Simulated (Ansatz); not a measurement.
## CsSnI3 in Ansatz: the effect of functional

The system is CsSnI3.

```
Cs I Sn
1.0
     6.20570    0.00000    0.00000
     0.00000    6.20570    0.00000
     0.00000    0.00000    6.20570
Cs I Sn
1 3 1
Direct
  0.00000 0.00000 0.00000
  0.50000 0.50000 0.00000
  0.50000 0.00000 0.50000
  0.00000 0.50000 0.50000
  0.50000 0.50000 0.50000
```

Alike in all runs:

```yaml
Program: Ansatz 0.2.0
Task: band structure
Potentials_or_basis: Ansatz PAW
k_mesh: 5 × 5 × 5
Occupations: fermi-dirac, width 0.05 eV
Spin: no spin polarisation
```

Task: One run gave: pressure -0.7 GPa. Which functional did it use?
A. PBE
B. r2SCAN
C. RPBE
D. revPBE
E. PBEsol

Result: E.

```csv
functional,cutoff,pressure (GPa)
LDA,420 eV (not typed: the program's choice for these potentials),-1.6
PBE,420 eV (not typed: the program's choice for these potentials),0.5
PBEsol,420 eV (not typed: the program's choice for these potentials),-0.7
RPBE,420 eV (not typed: the program's choice for these potentials),1.6
revPBE,420 eV (not typed: the program's choice for these potentials),1.4
BLYP,420 eV (not typed: the program's choice for these potentials),2.0
r2SCAN,500 eV (not typed: the program's choice for these potentials),0.0
```

Caveats: the cell was measured hot, at 500 K; the PAW data sets come from PBE, with cores solved anew for the run's functional, which leaves a small shift of forces and pressure (some runs).
